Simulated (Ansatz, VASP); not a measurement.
# SrTiO3 (Tausonite): VASP beside Ansatz

File INCAR:

```
SYSTEM = SrTiO3
ALGO     = Normal         ! electronic algorithm
EDIFF    = 1E-6           ! SCF threshold, eV
ENCUT    = 520            ! plane-wave cutoff, eV
GGA      = PS             ! functional
ISIF     = 2              ! what is computed and relaxed
ISMEAR   = 0              ! smearing method
LASPH    = .True.         ! aspherical terms in the spheres
LCHARG   = .False.        ! write CHGCAR
LREAL    = .False.        ! projectors in reciprocal space
LWAVE    = .False.        ! write WAVECAR
NBANDS   = 28             ! bands
NELM     = 80             ! most SCF steps
PREC     = Accurate       ! precision mode
SIGMA    = 0.02           ! smearing width, eV
```

KPOINTS

```
k-points
0
Gamma
  4 4 4
  0 0 0
```

Contents of POSCAR:

```
SrTiO3
1.0
    3.8911204492      0.0000000000      0.0000000000
    0.0000000000      3.8911204492      0.0000000000
    0.0000000000      0.0000000000      3.8911204492
Sr Ti O
1 1 3
Direct
    0.5000000000      0.5000000000      0.5000000000
    0.0000000000      0.0000000000      0.0000000000
    0.5000000000      0.0000000000      0.0000000000
    0.0000000000      0.5000000000      0.0000000000
    0.0000000000      0.0000000000      0.5000000000
```

Input for Ansatz:

```yaml
crystal:
  lattice:
    - [3.8911204492, 0.0, 0.0]
    - [0.0, 3.8911204492, 0.0]
    - [0.0, 0.0, 3.8911204492]
  atoms:
    - { symbol: Sr, position: [0.5, 0.5, 0.5] }
    - { symbol: Ti, position: [0.0, 0.0, 0.0] }
    - { symbol: O, position: [0.5, 0.0, 0.0] }
    - { symbol: O, position: [0.0, 0.5, 0.0] }
    - { symbol: O, position: [0.0, 0.0, 0.5] }
basis:
  ecutwfc: 420
kpoints:
  mp_grid: { grid: [4, 4, 4] }
  band_path:
    path: [[0.0, 0.0, 0.0], [0.0, 0.5, 0.0], [0.5, 0.5, 0.0], [0.5, 0.5, 0.5]]
    npoints: 1
hamiltonian:
  xc: pbesol
scf:
  occupations: { method: gaussian, width: 0.02 }
  n_extra_bands: 5
output:
  forces: true
  stress: true
  eigenvalues: true
```

Alike in both runs: task single point; functional PBEsol; k mesh 4 × 4 × 4; occupations gaussian, width 0.02 eV; no spin polarisation.

|  | VASP | Ansatz |
| --- | --- | --- |
| version | VASP 6.6.1 | Ansatz 0.2.0 |
| potentials or method | VASP PAW PBE potentials, release 64 (Sr_sv, Ti_sv, O) | scalar-relativistic, plane waves, PAW |
| plane-wave cutoff (eV) | 520 | 420 |
| valence electrons in the cell | 40 | 40 |

|  | VASP | Ansatz | Ansatz less VASP |
| --- | --- | --- | --- |
| gap on the k mesh at the Fermi level (eV) | 1.80 | 1.83 | +0.033 |
| least direct gap on the mesh (eV) | 2.15 | 2.17 | +0.022 |
| pressure (GPa) | 0.7 | 0.1 | -0.69 |

Caveats: the PAW data sets were made with another functional, which shifts forces and pressure a little (VASP). A k mesh can miss the band edges.
